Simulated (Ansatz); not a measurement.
Crystal: InP.

```
In P
1.0
     0.00000    2.93050    2.93050
     2.93050    0.00000    2.93050
     2.93050    2.93050    0.00000
In P
1 1
Direct
  0.00000 0.00000 0.00000
  0.75000 0.75000 0.75000
```

```yaml
Program: Ansatz 0.2.0
Task: relaxation of cell and atoms
Functional: BLYP
Potentials_or_basis: all-electron LAPW, scalar-relativistic
Basis_error_allowed: 0.001 eV/atom
k_mesh: 8 × 8 × 8
Occupations: fermi-dirac, width 0.05 eV
Spin: no spin polarisation
```

At the start: volume 25.17 Å³/atom.

Task: How do energy, volume and symmetry change on relaxing?

Result: Over 4 steps the energy falls by 53.7 meV/atom and the volume is 28.03 Å³/atom (+11.4 %); space group F-43m (No. 216, to 0.05 Å).

Step by step:
```tsv
step	energy change (eV)	largest force (eV/Å)	volume (Å³)
1	0.0000	0.0000	50.33
2	-0.1072	0.0000	56.25
3	-0.1074	0.0000	56.06
4	-0.1074	0.0000	56.06
```

Final structure:
```yaml
crystal:
  lattice:
    - [0.00000, 3.03770, 3.03770]
    - [3.03770, 0.00000, 3.03770]
    - [3.03770, 3.03770, 0.00000]
  atoms:
    - { symbol: In, position: [0.00000, 0.00000, 0.00000] }
    - { symbol: P, position: [0.75000, 0.75000, 0.75000] }
```

Caveat: the volume moved by +11 % from the deposited cell, more than functionals usually miss.
